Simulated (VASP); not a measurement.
Write the native input for VASP 6.6.1 that does the following.

```yaml
Task: relaxation of cell and atoms
Functional: PBE
Potentials_or_basis: VASP PAW PBE potentials, release 64 (Pb_d, O)
Cutoff: 600 eV
k_mesh: 6 × 6 × 6
Occupations: gaussian, width 0.1 eV
Spin: no spin polarisation
Dipole_correction: no
Further_INCAR_settings: ALGO = Normal; EDIFF = 1e-06; IBRION = 2; EDIFFG = -0.04; NSW = 60; ISIF = 3
```

The structure of PbO2 lies in POSCAR:

```
PbO2
1.0
    0.0000000000      2.5700000000      2.5700000000
    2.5700000000      0.0000000000      2.5700000000
    2.5700000000      2.5700000000      0.0000000000
Pb O
1 2
Direct
    0.0000000000      0.0000000000      0.0000000000
    0.2500000000      0.2500000000      0.2500000000
    0.7500000000      0.7500000000      0.7500000000
```

One way to write it, as run:

INCAR

```
PREC     = Accurate       # precision mode
ENCUT    = 600            # plane-wave cutoff, eV
EDIFF    = 1E-6           # SCF threshold, eV
ISMEAR   = 0              # smearing method
SIGMA    = 0.1            # smearing width, eV
LREAL    = F              # projectors in reciprocal space
LASPH    = T              # aspherical terms in the spheres
NELM     = 100            # most SCF steps
ALGO     = Normal         # electronic algorithm
ISIF     = 3              # what is computed and relaxed
LWAVE    = F              # write WAVECAR
LCHARG   = F              # write CHGCAR
GGA      = PE             # functional
IBRION   = 2              # ionic algorithm
NSW      = 60             # ionic steps
EDIFFG   = -0.04          # ionic threshold
```

KPOINTS

```
regular mesh
0
Gamma
  6 6 6
```

Potentials or basis: VASP PAW PBE potentials, release 64 (Pb_d, O).

Run with:

```bash
$ cat potpaw_PBE.64/Pb_d/POTCAR potpaw_PBE.64/O/POTCAR > POTCAR
$ mpirun -np 1 vasp_std > vasp.out
```

It gave:

```json
{
 "Relaxed volume": "13.20 Å³/atom",
 "Relaxed cell": "a = 3.826 Å, b = 3.826 Å, c = 3.826 Å, α = 60.00°, β = 60.00°, γ = 60.00°",
 "Space group after relaxing (to 0.05 Å)": "Fm-3m (No. 225)",
 "Energy gained by relaxing": "147.8 meV/atom",
 "Ionic steps": "3",
 "Pressure after relaxing": "-0.3 GPa",
 "Band gap on the k mesh": "none (metal or under the smearing width)"
}
```

Caveat: the volume moved by over 15 % at a fixed basis, so the end points are rough; the volume moved by +17 % from the deposited cell, more than functionals usually miss.

Wall time 18 s on 1 thread of Intel(R) Xeon(R) 6975P-C (Granite Rapids) (shared host), peak memory 0.17 GiB.
